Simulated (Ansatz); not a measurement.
# SbC: the cost of one run

Method: DFT PBE, scalar-relativistic, plane waves, PAW, in Ansatz 0.2.0.

6 further runs of the same task are left out: 2 that didn't finish, 4 set aside as unsound or not needed.

## Step 1: The structure to begin with

It takes space group P6_3/mmc (No. 194, hexagonal). Conventional cell: a = 3.752 Å, b = 3.752 Å, c = 5.360 Å, α = 90.00°, β = 90.00°, γ = 120.00°. Sb (site symmetry -3m) is surrounded by 6 C at 2.55 Å and 2 Sb at 2.68 Å. C (site symmetry -6m2) is surrounded by 6 Sb at 2.55 Å.

Structure file:

```cif
data_structure
_symmetry_space_group_name_H-M 'P6_3/mmc'
_symmetry_Int_Tables_number 194
_cell_length_a 3.7519
_cell_length_b 3.7519
_cell_length_c 5.3599
_cell_angle_alpha 90.000
_cell_angle_beta 90.000
_cell_angle_gamma 120.000
_cell_volume 65.34
loop_
_atom_site_label
_atom_site_type_symbol
_atom_site_symmetry_multiplicity
_atom_site_Wyckoff_symbol
_atom_site_fract_x
_atom_site_fract_y
_atom_site_fract_z
_atom_site_occupancy
Sb1 Sb 2 a 0.00000 0.00000 0.00000 1
C1 C 2 c 0.33333 0.66667 0.25000 1
```

This is candidate A: nickel arsenide type (P6_3/mmc, No. 194).

(A quick probe on a coarse mesh, which set the mesh and smearing, is not shown.)

## Step 3: Full relaxation (candidate A)

input.yaml

```yaml
crystal:
  lattice:
    - [3.7519370362, 0.0, 0.0]
    - [-1.8759685181, 3.2492727867, 0.0]
    - [0.0, 0.0, 5.3599105012]
  atoms:
    - { symbol: Sb, position: [0.0, 0.0, 0.0] }
    - { symbol: Sb, position: [0.0, 0.0, 0.5] }
    - { symbol: C, position: [0.3333333333, 0.6666666667, 0.25] }
    - { symbol: C, position: [0.6666666667, 0.3333333333, 0.75] }
basis:
  ecutwfc: 420
kpoints:
  mp_grid: { grid: [15, 15, 10] }
hamiltonian:
  xc: pbe
scf:
  occupations: { method: gaussian, width: 0.1 }
output:
  forces: true
  stress: true
  eigenvalues: true
relax:
  adjacent_minimum: "off"
  f_tol: 0.01
  max_steps: 80
  cell: { stress_tol: 0.05 }
```

Command:

```bash
$ ansatz run input.yaml --threads 1 --pin off --max-ram 2560MiB --backend cpu --events-out ev --progress --plain --runs-dir out
```

What time and memory should one allow on 1 thread of an x86-64 CPU, shared host?

About 4.1 min, with a peak of 0.5 GiB.
